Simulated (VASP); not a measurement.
Here is a VASP 6.6.1 calculation.

INCAR

```
ALGO = Fast
EDIFF = 1E-6
ENCUT = 520
GGA = PE
ISIF = 2
ISMEAR = 0
LASPH = T
LCHARG = F
LREAL = F
LWAVE = F
NBANDS = 18
NELM = 60
PREC = Accurate
SIGMA = 0.1
```

KPOINTS

```
k-points
0
Gamma
  12 12 12
```

The input POSCAR:

```
BiTe
1.0
    0.0000000000      3.2685793000      3.2685793000
    3.2685793000      0.0000000000      3.2685793000
    3.2685793000      3.2685793000      0.0000000000
Bi Te
1 1
Direct
    0.0000000000      0.0000000000      0.0000000000
    0.5000000000      0.5000000000      0.5000000000
```

Potentials or basis: VASP PAW PBE potentials, release 64 (Bi_d, Te).

Launch:

```bash
$ cat potpaw_PBE.64/Bi_d/POTCAR potpaw_PBE.64/Te/POTCAR > POTCAR
$ mpirun -np 1 vasp_std > vasp.out
```

Question: What does it give for the band gap on the k mesh?

Answer: None (metal or under the smearing width).

Question: What does it give for the pressure?

Answer: -0.8 GPa.

Caveat: spin-orbit coupling is left out, which moves the levels of the heavy elements.
